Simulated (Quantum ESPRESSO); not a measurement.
## BaZrO3 in Quantum ESPRESSO: the effect of functional

The system is BaZrO3.

```
CELL_PARAMETERS angstrom
4.19134 0.00000 0.00000
0.00000 4.19134 0.00000
0.00000 0.00000 4.19134
ATOMIC_POSITIONS crystal
Ba 0.00000 0.00000 0.00000
Zr 0.50000 0.50000 0.50000
O 0.50000 0.50000 0.00000
O 0.50000 0.00000 0.50000
O 0.00000 0.50000 0.50000
```

Alike in all runs:

```yaml
Program: Quantum ESPRESSO 7.5
Task: phonons
Cutoff: 1143 eV
Density_cutoff: 4572 eV
k_mesh: 4 × 4 × 4, shifted
Occupations: fermi-dirac, width 0.05 eV
Spin: no spin polarisation
```

Each run relaxes the cell or the atoms first.

```tsv
functional	potentials or basis	relaxed volume (Å³/atom)	dielectric constant (mean)	highest phonon frequency (cm⁻¹)
LDA	PseudoDojo 0.4.1 SR LDA standard	14.29	4.82	525
PBE	PseudoDojo 0.4.1 SR PBE standard	15.12	4.78	473
revPBE	PseudoDojo 0.4.1 SR PBE standard	?	?	?
RPBE	PseudoDojo 0.4.1 SR PBE standard	15.44	4.73	451
PW91	PseudoDojo 0.4.1 SR PBE standard	15.08	4.77	490
vdW-DF-cx	PseudoDojo 0.4.1 SR PBE standard	14.72	4.80	515
```

Problem. What does the run with functional revPBE give?

Solution. Relaxed volume 15.35 Å³/atom; dielectric constant 4.74 mean; highest phonon frequency 456 cm⁻¹.

Caveats: this release of the barium file is off; the potentials were made for another functional, which shifts forces and pressure (some runs); before the sum rule the acoustic modes lie tens of cm⁻¹ from zero, a sign that the density grid also shifts the optical modes (some runs).
